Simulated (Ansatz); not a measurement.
A (010) slab of TiSi2 (Cmcm (No. 63)), 9 planes, outer planes Ti (top) and Ti (bottom), with 10 atoms (Ti4Si6) in a surface cell of A = 12.577 Å², as cut from the bulk:

```yaml
crystal:
  lattice:
    - [3.52841, 0.00000, 0.00000]
    - [0.00000, 3.56456, 0.00000]
    - [0.00000, 0.00000, 24.54334]
  atoms:
    - { symbol: Ti, position: [0.50000, 0.25000, 0.30558] }
    - { symbol: Si, position: [0.00000, 0.75000, 0.33028] }
    - { symbol: Si, position: [0.00000, 0.25000, 0.39447] }
    - { symbol: Ti, position: [0.50000, 0.75000, 0.41917] }
    - { symbol: Si, position: [0.50000, 0.25000, 0.49990] }
    - { symbol: Si, position: [0.00000, 0.75000, 0.50010] }
    - { symbol: Ti, position: [0.00000, 0.25000, 0.58083] }
    - { symbol: Si, position: [0.50000, 0.75000, 0.60553] }
    - { symbol: Si, position: [0.50000, 0.25000, 0.66972] }
    - { symbol: Ti, position: [0.00000, 0.75000, 0.69442] }
```

These are results of DFT r2SCAN, scalar-relativistic, plane waves, PAW in Ansatz 0.2.0, not measurements. Cutoff 500 eV; k points 10×10×1 on the computed 10-atom cell (Γ-centred); Gaussian smearing, width 0.10 eV; no spin polarisation. The cell repeats along c with a dipole correction in the vacuum.

The relaxed slab holds 3 formula units of TiSi₂ and 1 further Ti. Against those formula units in the bulk and the further Ti in its standard state it lies 1.675 eV higher. The formation energy of TiSi₂ from the standard states is -1.660 eV a formula unit (uncorrected, no zero-point or thermal terms).

(1) Over what range can the chemical potential of Ti vary, and what is the surface energy at both ends?

(2) How does its energy depend on growth conditions?

Results:

(1) In contact with the bulk, μ(Ti) + 2μ(Si) is fixed. With Δμ counted from the standard states, Δμ(Ti) ≤ 0 keeps elemental Ti from forming, and Δμ(Si) ≤ 0 requires Δμ(Ti) ≥ ΔH = -1.660 eV. Other compounds of Ti and Si can narrow this range. Then γ, the mean of both faces, = [1.675 eV − 1.00·Δμ(Ti)]/(2A). At the Ti-rich end (Δμ = 0): 1.675/(2 × 12.577) × 16.02 = 1.07 J/m². At the Ti-poor end: (1.675 + 1.660)/(2 × 12.577) × 16.02 = 2.12 J/m².

(2) It carries an excess of Ti, so its energy falls by 0.64 J/m² for each eV that μ(Ti) rises: Ti-rich conditions lower it; whether it appears depends on the other terminations.

The reference crystal is a form of TiSi2, which isn't its usual structure.